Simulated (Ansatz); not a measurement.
# In: a single-point run

Wanted: a converged single-point run for In, and a check of what comes out.

Computed with Ansatz 0.2.0 (DFT, PBEsol, all-electron LAPW, scalar-relativistic, unless a step's input says otherwise).

## 1. The starting structure

Symmetry: I4/mmm, No. 139, tetragonal system. The conventional cell has a = 3.295 Å, b = 3.295 Å, c = 5.013 Å, α = 90.00°, β = 90.00°, γ = 90.00°. In (site symmetry 4/mmm) is surrounded by 12 In at 3.30 to 3.42 Å.

Coordinates:

```xyz
1
Lattice="-1.6475 1.6475 2.5065 1.6475 -1.6475 2.5065 1.6475 1.6475 -2.5065" Properties=species:S:1:pos:R:3 pbc="T T T"
In    0.0000    0.0000    0.0000
```

## 2. Input and run

input.yaml

```yaml
crystal:
  lattice:
    - [-1.6475491645, 1.6475491645, 2.5065057071]
    - [1.6475491645, -1.6475491645, 2.5065057071]
    - [1.6475491645, 1.6475491645, -2.5065057071]
  atoms:
    - { symbol: In, position: [0.0, 0.0, 0.0] }
kpoints:
  mp_grid: { grid: [14, 13, 15] }
scf:
  occupations: { method: fermi_dirac, width: 0.05 }
  max_iter: 60
hamiltonian:
  xc: pbesol
  pseudopotentials: { kind: all_electron, lapw: { basis_error: 0.0005 } }
output:
  forces: true
  stress: true
  eigenvalues: true
```

Started as:

```bash
ansatz run input.yaml --threads 1 --pin off --max-ram 2048MiB --backend cpu --events-out ev --progress --plain --runs-dir out
```

What happens when this is run?

This run ends as converged, with warnings (symmetry narrowed by mesh). Its log warns: «crystal.symmetry: narrowed to the stabiliser of the k-point mesh — unitary ops 16 → 2; excluded 14 operations that carry a point of the 14×13×15 mesh (shift [0, 0 ...»

The suspect setting: kpoints.mp_grid.grid is [14, 13, 15]. Unequal divisions along equivalent axes break the crystal's symmetry in the sampling.

The test: set kpoints.mp_grid.grid to [14, 14, 14].
